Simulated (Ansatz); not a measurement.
CuI:

```
CELL_PARAMETERS angstrom
4.09020 0.00000 0.00000
0.00000 4.09020 0.00000
0.00000 0.00000 6.55146
ATOMIC_POSITIONS crystal
I 0.00000 0.50000 0.74303
I 0.50000 0.00000 0.25697
Cu 0.00000 0.00000 0.00000
Cu 0.50000 0.50000 0.00000
```

Measurements of this composition are mostly on another form, of space group No. 216.

| Quantity | Value |
| --- | --- |
| Program | Ansatz 0.2.0 |
| Task | relaxation of cell and atoms |
| Functional | PBEsol |
| Potentials or basis | all-electron LAPW, scalar-relativistic |
| Basis error allowed | 0.002 eV/atom |
| k mesh | 7 × 7 × 4 |
| Occupations | fermi-dirac, width 0.05 eV |
| Spin | no spin polarisation |

At the start: volume 27.40 Å³/atom.

Problem. How do energy, volume and symmetry change on relaxing?

Solution. Over 4 steps the energy falls by 6.2 meV/atom and the volume is 25.99 Å³/atom (-5.1 %); space group P4/nmm (No. 129, to 0.05 Å).

The path:
```tsv
step	energy change (eV)	largest force (eV/Å)	volume (Å³)
1	0.0000	0.2329	109.60
2	-0.0227	0.1046	105.22
3	-0.0248	0.0026	103.96
4	-0.0248	0.0026	103.96
```

Final structure:
```
I Cu
1.0
     4.00390    0.00000    0.00000
     0.00000    4.00390    0.00000
     0.00000    0.00000    6.48480
I Cu
2 2
Direct
  0.00000 0.50000 0.73876
  0.50000 0.00000 0.26124
  0.00000 0.00000 0.00000
  0.50000 0.50000 0.00000
```

Caveat: this functional lacks dispersion, which binds the layers, so the pressure and a relaxed spacing across them are unreliable.
